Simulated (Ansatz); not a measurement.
Crystal: TiB2.

```
Ti B
1.0
     3.02920    0.00000    0.00000
    -1.51460    2.62336    0.00000
     0.00000    0.00000    3.22840
Ti B
1 2
Direct
  0.00000 0.00000 0.00000
  0.66667 0.33333 0.50000
  0.33333 0.66667 0.50000
```

Base run:

- Program: Ansatz 0.2.0
- Functional: LDA
- Potentials or basis: Ansatz PAW
- Cutoff: 420 eV (not typed: the program's choice for these potentials)
- k mesh: 10 × 10 × 8
- Occupations: fermi-dirac, width 0.05 eV
- Spin: no spin polarisation
- Hubbard terms: Ti d U = 6 eV

Its results: band gap on the k mesh none (metal or under the smearing width); pressure -5.7 GPa.

Problem. After a change of settings the same cell gave: band gap on the k mesh none (metal or under the smearing width); pressure -7.7 GPa. Which change was it?
A. hubbard terms from Ti d U = 6 eV to none; hubbard projectors from ortho-atomic (the default) to none
B. hubbard terms from Ti d U = 6 eV to Ti d U = 1 eV
C. hubbard terms from Ti d U = 6 eV to Ti d U = 4 eV

Solution. C.

Caveats: U without spin polarisation on a metal has little footing; the PAW data sets come from PBE, with cores solved anew for the run's functional, which leaves a small shift of forces and pressure; the U is typed as a test and isn't derived for this compound; the density of states is complete only up to the lowest level of the last band computed.
